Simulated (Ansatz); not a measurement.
# Si: the cost of one run

Method: DFT PBE+D3(BJ), scalar-relativistic, plane waves, PAW, in Ansatz 0.2.0.

This is Si in the fcc structure; at room conditions it is diamond.

## Step 1: The starting structure

Symmetry: Fm-3m, No. 225, cubic system. Conventional cell: a = 3.822 Å, b = 3.822 Å, c = 3.822 Å, α = 90.00°, β = 90.00°, γ = 90.00°. Si (site symmetry m-3m) has 12 Si at 2.70 Å as nearest neighbours.

Structure file:

```cif
data_structure
_symmetry_space_group_name_H-M 'Fm-3m'
_symmetry_Int_Tables_number 225
_cell_length_a 3.8217
_cell_length_b 3.8217
_cell_length_c 3.8217
_cell_angle_alpha 90.000
_cell_angle_beta 90.000
_cell_angle_gamma 90.000
_cell_volume 55.82
loop_
_atom_site_label
_atom_site_type_symbol
_atom_site_symmetry_multiplicity
_atom_site_Wyckoff_symbol
_atom_site_fract_x
_atom_site_fract_y
_atom_site_fract_z
_atom_site_occupancy
Si1 Si 4 a 0.00000 0.00000 0.00000 1
```

The structure comes from the Materials Project (structure only).

(A quick probe on a coarse mesh, which set the mesh and smearing, is not shown.)

## Step 3: Full relaxation

The input, input.yaml:

```yaml
crystal:
  lattice:
    - [0.0, 1.9108305409, 1.9108305409]
    - [1.9108305409, 0.0, 1.9108305409]
    - [1.9108305409, 1.9108305409, 0.0]
  atoms:
    - { symbol: Si, position: [0.0, 0.0, 0.0] }
basis:
  ecutwfc: 420
kpoints:
  mp_grid: { grid: [18, 18, 18] }
hamiltonian:
  xc: pbe
  dispersion: d3bj
scf:
  occupations: { method: gaussian, width: 0.1 }
output:
  forces: true
  stress: true
  eigenvalues: true
  write_density: true
  write_potential: true
  elf: true
  volumetric_format: npy
relax:
  adjacent_minimum: "off"
  f_tol: 0.005
  max_steps: 80
  cell: { stress_tol: 0.05 }
```

On the command line:

```sh
$ ansatz run input.yaml --threads 2 --pin off --max-ram 5120MiB --backend cpu --events-out ev --progress --plain --runs-dir out
```

**Question.** How long does this run take on 2 threads of Intel Xeon at 2.70GHz, shared host, and how much memory does it need?

About 5.2 s, with a peak of 0.33 GiB.
